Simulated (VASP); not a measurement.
A run of VASP 6.6.1:

File INCAR:

```
SYSTEM = SnTe
ALGO = Normal ; DIPOL = 0.5 0.5 0.500
EDIFF = 1E-6 ; EDIFFG = -0.02
ENCUT = 520 ; GGA = PS
IBRION = 2 ; IDIPOL = 3
ISIF = 2 ; ISMEAR = 0
KPAR = 2 ; LASPH = .True.
LCHARG = .False. ; LDIPOL = .True.
LREAL = .False. ; LWAVE = .False.
NELM = 80 ; NSW = 80
PREC = Accurate ; SIGMA = 0.03
```

File KPOINTS:

```
k-points
0
Gamma
  6 6 1
  0 0 0
```

POSCAR

```
SnTe
1.0
    4.4474739700      0.0000000000      0.0000000000
    0.0000000000      4.4474739700      0.0000000000
    0.0000000000      0.0000000000     27.5793560000
Sn Te
5 5
Direct
    0.5000000000      0.5000000000      0.2719425400
    0.0000000000      0.0000000000      0.3859712700
    0.5000000000      0.5000000000      0.5000000000
    0.0000000000      0.0000000000      0.6140287300
    0.5000000000      0.5000000000      0.7280574600
    0.0000000000      0.0000000000      0.2719425400
    0.5000000000      0.5000000000      0.3859712700
    0.0000000000      0.0000000000      0.5000000000
    0.5000000000      0.5000000000      0.6140287300
    0.0000000000      0.0000000000      0.7280574600
```

Potentials or basis: VASP PAW PBE potentials, release 64 (Sn_d, Te).

The run is started by

```sh
$ cat potpaw_PBE.64/Sn_d/POTCAR potpaw_PBE.64/Te/POTCAR > POTCAR
$ mpirun -np 2 vasp_std > vasp.out
```

Hardware: 2 MPI ranks on Intel(R) Xeon(R) 6975P-C (Granite Rapids) (shared host).

**Question.** How long does it take, and how much memory?

**Answer.** Run time: 18 min on 2 MPI ranks on Intel(R) Xeon(R) 6975P-C (Granite Rapids), on a shared host, peak memory 0.78 GiB a rank. Counts: scf iterations 95, k points 10, ion steps 9.
